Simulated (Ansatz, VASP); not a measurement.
# MgB2 in VASP and in Ansatz

```
Mg B
1.0
     3.03609    0.00000    0.00000
    -1.51804    2.62933    0.00000
     0.00000    0.00000    3.45298
Mg B
1 2
Direct
  0.00000 0.00000 0.00000
  0.33333 0.66667 0.50000
  0.66667 0.33333 0.50000
```

Alike in both runs: functional r2SCAN; k mesh 9 × 9 × 6; occupations gaussian, width 0.1 eV; no spin polarisation.

Ansatz relaxed the structure, and its values are those at the end. VASP's run is a single point on that final structure, the one shown.

```csv
,VASP,Ansatz
version,VASP 6.6.1,Ansatz 0.2.0
potentials or method,"VASP PAW PBE potentials, release 64 (Mg, B)","scalar-relativistic, plane waves, PAW"
plane-wave cutoff (eV),520,500
valence electrons in the cell,8,16
```

VASP gave:

| Item | Value |
| --- | --- |
| gap on the k mesh at the Fermi level (eV) | none |
| pressure (GPa) | 5.7 |

Problem. Estimate Ansatz's values.

Solution. gap on the k mesh at the Fermi level (eV): none; pressure (GPa): 6.2.

A gap of «none» marks a metal or a gap that the smearing closes. The functional is the same, so the differences come from potentials, cutoffs and numerics. The two sets of potentials don't hold the same shells in valence.

Caveats: the PAW data sets were made with another functional, which shifts forces and pressure a little (VASP).
